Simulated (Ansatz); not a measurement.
LiI:
```yaml
crystal:
  lattice:
    - [0.00000, 3.00938, 3.00938]
    - [3.00938, 0.00000, 3.00938]
    - [3.00938, 3.00938, 0.00000]
  atoms:
    - { symbol: Li, position: [0.00000, 0.00000, 0.00000] }
    - { symbol: I, position: [0.50000, 0.50000, 0.50000] }
```

Relaxed with r²SCAN. Special points in fractions of this cell's reciprocal vectors: Γ (0.000, 0.000, 0.000); X (0.500, 0.000, 0.500); U (0.625, 0.250, 0.625); K (0.375, 0.375, 0.750); L (0.500, 0.500, 0.500); W (0.500, 0.250, 0.750).

Question: List the band energies nearest the valence-band maximum at these points for r²SCAN (plane waves, PAW; program Ansatz).

Answer: In eV from the valence-band maximum; about four levels below and three above (degenerate sets whole), none deeper than 8.9 eV; points with the same levels are listed once.

```tsv
k	below	above
Γ	-0.01 -0.01 -0.01	5.13 8.92 8.92 8.92
X	-2.92 -1.22 -1.22	5.00 5.99 11.50 11.50
U	-2.54 -1.96 -0.93	5.52 7.71 9.16
L	-3.01 -0.30 -0.30	5.29 6.90 6.90
W	-2.21 -2.21 -1.28	6.76 7.58 8.61 8.61
```

Space group Fm-3m (rock salt). The cell was relaxed with r²SCAN under the symmetry of its start; phonons on a q-mesh show no instability. Spin–orbit coupling is left out wherever it is not named.

Potentials: the later of the program's two PAW sets.
